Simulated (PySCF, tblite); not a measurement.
**C₅H₅BeN (+2), a complex of two parts: infrared bands, interaction energy, NMR shifts and electronic excitations**

Wanted: the infrared bands, interaction energy, NMR shifts and electronic excitations for `c1ccncc1` with `[Be+2]`.

Computed with tblite 0.8.0 and PySCF 2.14.0; each step states its level. No surroundings beyond the atoms listed, unless a continuum is named. Atoms count from 0, parts from 1.

## 1. Starting point

12 atoms, charge 2, multiplicity 1; geometry: rigid parts in contact. Parts: 1 = atoms 0–10, `c1ccncc1`, charge 0; 2 = atom 11, `[Be+2]`, charge 2.

## 2. Docking the parts with GFN2-xTB

Job settings and geometry (Å):

```
{"job": {"kind": "dock", "xc": "GFN2-xTB", "basis": "xTB"}, "charge": 2, "multiplicity": 1, "parts": [{"atoms": "0-10", "charge": 0, "multiplicity": 1}, {"atoms": "11-11", "charge": 2, "multiplicity": 1}]}
C     -0.243058     1.161774     0.038710
C     -1.265450     0.226381     0.016741
C     -0.923969    -1.117260    -0.026570
N      0.324451    -1.550326    -0.049748
C      1.294553    -0.653025    -0.030851
C      1.068468     0.714642     0.014108
H     -0.463890     2.219375     0.073641
H     -2.300992     0.530277     0.032266
H     -1.684610    -1.887239    -0.043956
H      2.299829    -1.053460    -0.053123
H      1.894670     1.408860     0.028783
Be     0.083560    -3.578294     0.615592
```

Method: GFN2-xTB search for minima from random contacts, gas phase.

Started as:

```
> OMP_NUM_THREADS=1 python cluster_run.py task.json out
```

One launch serves the whole session: the jobs run in the order shown.

**Question.** The jobs that follow are: GFN2-xTB harmonic vibrations, gas phase; PBE0-D3(BJ)/def2-SVPD interaction energy, counterpoise and uncorrected, gas phase; GIAO PBE0/pcSseg-1 NMR shielding, non-relativistic, gas phase; TDDFT PBE0/def2-SVPD, vertical, gas phase, core orbitals frozen in the response; X3LYP-D3(BJ)/3-21G interaction energy, counterpoise and uncorrected, gas phase; BHandHLYP/cc-pVDZ interaction energy, counterpoise and uncorrected, gas phase. Predict: binding energy (GFN2-xTB); strongest single infrared mode (GFN2-xTB); interaction energy, counterpoise (PBE0-D3(BJ)/def2-SVPD); superposition error; binding energy (with deformation); ΔG of binding, 298 K, 1 atm (xTB thermal terms); ¹³C shifts against TMS (PBE0/pcSseg-1); ¹H shifts against TMS (PBE0/pcSseg-1); ¹⁵N shifts against NH3 (PBE0/pcSseg-1); shieldings of Be (PBE0/pcSseg-1); largest proton shift on binding; lowest singlet (PBE0/def2-SVPD); brightest single state of those computed; lowest triplet. Thermal terms come from harmonic xTB runs on each species.

**Answer**, as computed:

| quantity | value |
| --- | --- |
| binding energy (GFN2-xTB) | -689.6 kcal/mol (rough: tight binding is poor for bare ions) |
| strongest single infrared mode (GFN2-xTB) | 3022 cm⁻¹ |
| interaction energy, counterpoise (PBE0-D3(BJ)/def2-SVPD) | -214.0 kcal/mol |
| superposition error | 0.89 kcal/mol |
| binding energy (with deformation) | -208.0 kcal/mol |
| ΔG of binding, 298 K, 1 atm (xTB thermal terms) | -202.6 kcal/mol |
| ¹³C shifts against TMS (PBE0/pcSseg-1) | 177.7, 158.2, 154.7, 141.0, 140.5 ppm |
| ¹H shifts against TMS (PBE0/pcSseg-1) | 10.90, 10.25, 9.96, 9.90, 8.76 ppm |
| ¹⁵N shifts against NH3 (PBE0/pcSseg-1) | 230.5 ppm |
| shieldings of Be (PBE0/pcSseg-1) | Be11 105.1 ppm |
| largest proton shift on binding | H6, +2.98 ppm |
| lowest singlet (PBE0/def2-SVPD) | 3.01 eV (412 nm), f = 0.001 |
| brightest single state of those computed | state 4, 5.30 eV, f = 0.034 |
| lowest triplet | 2.93 eV |
| range of the interaction energy over the runs of this table | -218.7 to -214.0 kcal/mol |

On relaxing, metal atoms bound new neighbours (N3–Be11). In the one minimum found, at its xTB geometry, the leading contact, judged by the atoms' radii, is N3···Be11 (bond, 1.57 Å). No mode is imaginary at GFN2-xTB; the softest lies at 200 cm⁻¹. The attractive terms split as orbital 76 %, electrostatic 23 %, dispersion 0 %, against 44.52 kcal/mol of Pauli repulsion. With harmonic xTB thermal terms the free energy of binding in the gas phase is about -202.6 kcal/mol; soft modes make that rough. The geometry is that of tight binding, not a minimum at this level, so the binding values are rough. Tight binding gave -689.6 kcal/mol, far from this level. On binding (GIAO PBE0/pcSseg-1 NMR shielding, non-relativistic, gas phase), H6 moves most among the protons, 2.98 ppm downfield. The interaction energy runs from -218.7 (BHandHLYP/cc-pVDZ) to -214.0 kcal/mol (PBE0-D3(BJ)/def2-SVPD). Some runs hold a dispersion term and some don't. A small split-valence basis is among them. Tight-binding geometries are rough for metal atoms; that holds for every run here that uses one unrelaxed.
